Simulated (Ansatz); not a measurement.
Take ZnTe in the zinc blende structure (space group F-43m, No. 216; a = 6.1791 Å) as the base. Axes: x, y, z lie along the cube axes.

Method: PBE, PAW, 420 eV (Ansatz, a first-principles code; scalar-relativistic without spin-orbit coupling).

Strains are applied to the cell and any free atomic positions relax; under biaxial strain the out-of-plane vector relaxes too.

One change was made to it. Results:

The pressure (mean of the normal stresses, compression positive) goes from zero to 10.5 kbar; the band gap goes up by 0.02 eV (1.08 eV → 1.10 eV).

Task: What was done to the base?
A. uniaxial strain ε_zz = +4.85 %
B. uniaxial strain ε_yy = +1.59 %
C. biaxial strain −1.76 %, plane normal [110], relaxed out of plane
D. biaxial strain +1.35 %, plane normal [111], relaxed out of plane
E. isotropic strain −1.97 %

Result: C, biaxial strain −1.76 %, plane normal [110], relaxed out of plane. For comparison, the band gap in the other runs: biaxial strain +1.35 %, plane normal [111], relaxed out of plane gives 0.92 eV; uniaxial strain ε_yy = +1.59 % gives 0.98 eV; uniaxial strain ε_zz = +4.85 % gives 0.79 eV; isotropic strain −1.97 % gives 1.36 eV.

Spin-orbit coupling, missing from the scalar runs, can matter with Te. Stability against distortions was not tested.
